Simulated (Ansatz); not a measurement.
# Arsenic (bcc) across density functionals

All rows: Ansatz, plane waves with scalar-relativistic PAW, 420 eV (500 eV for the SCAN forms), relaxed under each functional, no dispersion correction, no zero-point motion. B₀ comes from uniform scaling at fixed shape; a dash is a value not given.

```csv
functional,V (Å³/atom),cell,B₀ (GPa),magnetic state,ΔE to grey arsenic (A7) (meV/atom)
PBE,19.04,a = 3.364 Å,80,spin not included,441
r²SCAN,18.81,a = 3.351 Å,86,spin not included,620
PBEsol,18.13,a = 3.310 Å,93,spin not included,373
LDA,17.84,a = 3.292 Å,97,spin not included,387
revPBE,19.31,a = 3.380 Å,76,spin not included,533
RPBE,19.43,a = 3.387 Å,74,spin not included,561
```

Question: What does BLYP give?

Answer: V (Å³/atom): 21.08; cell: a = 3.481 Å; B₀ (GPa): 62; magnetic state: spin not included; ΔE to grey arsenic (A7) (meV/atom): 723.
